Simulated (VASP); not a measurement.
A run of VASP 6.6.1 is set up as follows.

POSCAR

```
Li2S
1.0
    0.0000000000      2.8452943747      2.8452943747
    2.8452943747      0.0000000000      2.8452943747
    2.8452943747      2.8452943747      0.0000000000
Li S
2 1
Direct
    0.2500000000      0.2500000000      0.2500000000
    0.7500000000      0.7500000000      0.7500000000
    0.0000000000      0.0000000000      0.0000000000
```

Contents of INCAR.step1:

```
SYSTEM = Li2S
PREC = Accurate
ENCUT = 520
EDIFF = 1E-5
ISMEAR = 0
SIGMA = 0.01
LREAL = .False.
LASPH = .True.
NELM = 100
ALGO = Normal
ISIF = 2
LWAVE = .True.
NBANDS = 13
GGA = PE
```

The input INCAR.step2:

```
SYSTEM = Li2S
PREC = Accurate
ENCUT = 520
EDIFF = 1E-6
ISMEAR = 0
SIGMA = 0.01
LREAL = .False.
LASPH = .True.
NELM = 100
ALGO = Normal
ISIF = 2
LWAVE = .False.
LCHARG = .True.
GGA = PE
LHFCALC = .True.
HFSCREEN = 0.2079
PRECFOCK = Normal
LELF = .True.
LVHAR = .True.
NBANDS = 13
ISTART = 1
```

Contents of KPOINTS:

```
Automatic mesh
0
Gamma
  4 4 4
  0 0 0
```

Potentials or basis: VASP PAW PBE potentials, release 64 (Li_sv, S).

Command:

```sh
$ cat potpaw_PBE.64/Li_sv/POTCAR potpaw_PBE.64/S/POTCAR > POTCAR
$ cp INCAR.step1 INCAR
$ mpirun -np 1 vasp_std > vasp.out
$ cp INCAR.step2 INCAR
$ mpirun -np 1 vasp_std > vasp.out
```

Problem. Estimate the band gap on the k mesh.

Solution. 4.33 eV, indirect (least direct gap 5.35 eV).

Caveat: the k mesh is coarse (spacing up to 0.48 Å⁻¹), so the values aren't converged, least of all with exact exchange. A k mesh can miss the band edges.
